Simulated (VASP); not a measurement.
CdF2, 3 atoms in the cell. It takes space group Fm-3m (No. 225, cubic). The conventional cell has a = 5.394 Å, b = 5.394 Å, c = 5.394 Å, α = 90.00°, β = 90.00°, γ = 90.00°. Cd (site symmetry m-3m) is surrounded by 8 F at 2.34 Å. F (site symmetry -43m) is surrounded by 4 Cd at 2.34 Å. 

```yaml
Program: VASP 6.6.1
Task: relaxation of cell and atoms
Functional: PBEsol
Potentials_or_basis: VASP PAW PBE potentials, release 64 (Cd, F)
Cutoff: 600 eV
k_mesh: 10 × 10 × 10
Occupations: gaussian, width 0.03 eV
Spin: no spin polarisation
Further_INCAR_settings: ALGO = Normal; EDIFF = 1e-07; IBRION = 2; EDIFFG = -0.005; NSW = 90; ISIF = 3
```

Potentials or basis: VASP PAW PBE potentials, release 64 (Cd, F).

Command:

```console
$ cat potpaw_PBE.64/Cd/POTCAR potpaw_PBE.64/F/POTCAR > POTCAR
$ mpirun -np 2 vasp_std > vasp.out
```

Hardware: 2 MPI ranks on AMD EPYC 9R45 (Zen 5), with other jobs on the host.

**Question.** How long does it take, and how much memory?

**Answer.** Wall time 13 s on 2 MPI ranks on AMD EPYC 9R45 (Zen 5), with other jobs on the host, peak memory 0.15 GiB a rank. Counts: scf iterations 14, k points 47, ion steps 1.
